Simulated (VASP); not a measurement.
Write the native input for VASP 6.6.1 that does the following.

* Task: relaxation of cell and atoms
* Functional: PBE
* Potentials or basis: VASP PAW PBE potentials, release 64 (Sb)
* Cutoff: 600 eV
* k mesh: 10 × 10 × 10
* Occupations: fermi-dirac, width 0.1 eV
* Spin: no spin polarisation
* Dipole correction: no
* Further INCAR settings: ALGO = Normal; EDIFF = 1e-06; IBRION = 2; EDIFFG = -0.03; NSW = 80; ISIF = 3

The structure of Sb lies in POSCAR:

```
Sb
1.0
   -1.7250000000      1.7250000000      1.7250000000
    1.7250000000     -1.7250000000      1.7250000000
    1.7250000000      1.7250000000     -1.7250000000
Sb
1
Direct
    0.0000000000      0.0000000000      0.0000000000
```

This isn't the form of Sb at room conditions, which is rhombohedral.

These files were run (other wordings do the same):

INCAR

```
PREC     = Accurate       # precision mode
ENCUT    = 600            # plane-wave cutoff, eV
EDIFF    = 1E-6           # SCF threshold, eV
ISMEAR   = -1             # smearing method
SIGMA    = 0.1            # smearing width, eV
LREAL    = F              # projectors in reciprocal space
LASPH    = T              # aspherical terms in the spheres
NELM     = 100            # most SCF steps
ALGO     = Normal         # electronic algorithm
ISIF     = 3              # what is computed and relaxed
LWAVE    = F              # write WAVECAR
LCHARG   = F              # write CHGCAR
GGA      = PE             # functional
IBRION   = 2              # ionic algorithm
NSW      = 80             # ionic steps
EDIFFG   = -0.03          # ionic threshold
```

KPOINTS

```
regular mesh
0
Gamma
  10 10 10
```

Potentials or basis: VASP PAW PBE potentials, release 64 (Sb).

Run with:

```sh
$ cat potpaw_PBE.64/Sb/POTCAR > POTCAR
$ mpirun -np 1 vasp_std > vasp.out
```

It gave:

The relaxed volume is 27.43 Å³/atom, the relaxed cell is a = 3.291 Å, b = 3.291 Å, c = 3.291 Å, α = 109.47°, β = 109.47°, γ = 109.47° and the space group after relaxing (to 0.05 Å) is Im-3m (No. 229). The energy gained by relaxing is 540.4 meV/atom. The ionic steps are 4. The pressure after relaxing is 0.0 GPa and the band gap on the k mesh is none (metal or under the smearing width).

Caveat: the volume moved by over 15 % at a fixed basis, so the end points are rough; the volume moved by +34 % from the deposited cell, more than functionals usually miss.

Run time: 6.4 s on 1 thread of Intel(R) Xeon(R) 6975P-C (Granite Rapids), with other jobs on the host, peak memory 0.14 GiB.
